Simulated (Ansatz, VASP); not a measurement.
**I in VASP and in Ansatz**

Contents of INCAR:

```
SYSTEM = I
PREC = Accurate ; ENCUT = 520
EDIFF = 1E-6 ; ISMEAR = 0
SIGMA = 0.15 ; LREAL = .False.
LASPH = .True. ; NELM = 100
ALGO = Normal ; ISIF = 2
LWAVE = .False. ; LCHARG = .False.
GGA = PS ; NBANDS = 10
```

Contents of KPOINTS:

```
Automatic mesh
0
Gamma
  20 20 20
  0 0 0
```

Contents of POSCAR:

```
I
1.0
   -1.6174560000      1.6174560000      4.2648080000
    1.6174560000     -1.6174560000      4.2648080000
    1.6174560000      1.6174560000     -4.2648080000
I
1
Direct
    0.0000000000      0.0000000000      0.0000000000
```

Input for Ansatz:

```yaml
crystal:
  lattice:
    - [-1.617456, 1.617456, 4.264808]
    - [1.617456, -1.617456, 4.264808]
    - [1.617456, 1.617456, -4.264808]
  atoms:
    - { symbol: I, position: [0.0, 0.0, 0.0] }
basis:
  ecutwfc: 420
kpoints:
  mp_grid: { grid: [20, 20, 20] }
hamiltonian:
  xc: pbesol
scf:
  occupations: { method: gaussian, width: 0.15 }
output:
  forces: true
  stress: true
  eigenvalues: true
```

Alike in both runs: task single point; functional PBEsol; k mesh 20 × 20 × 20; occupations gaussian, width 0.15 eV; no spin polarisation.

|  | VASP | Ansatz |
| --- | --- | --- |
| version | VASP 6.6.1 | Ansatz 0.2.0 |
| potentials or method | VASP PAW PBE potentials, release 64 (I) | scalar-relativistic, plane waves, PAW |
| plane-wave cutoff (eV) | 520 | 420 |
| valence electrons in the cell | 7 | 17 |

|  | VASP | Ansatz | Ansatz less VASP |
| --- | --- | --- | --- |
| gap on the k mesh at the Fermi level (eV) | none | none | - |
| pressure (GPa) | -1.4 | -1.4 | +0.01 |
| largest component of the traceless stress (GPa) | 0.93 | 0.93 | -0.004 |

A gap of «none» marks a metal or a gap that the smearing closes. The two sets of potentials don't hold the same shells in valence.

Caveats: the PAW data sets were made with another functional, which shifts forces and pressure a little (VASP); an odd number of electrons without spin polarisation forces a metal; a magnetic or distorted state may lie lower. The runs have no spin-orbit coupling, so splittings on I are missing.
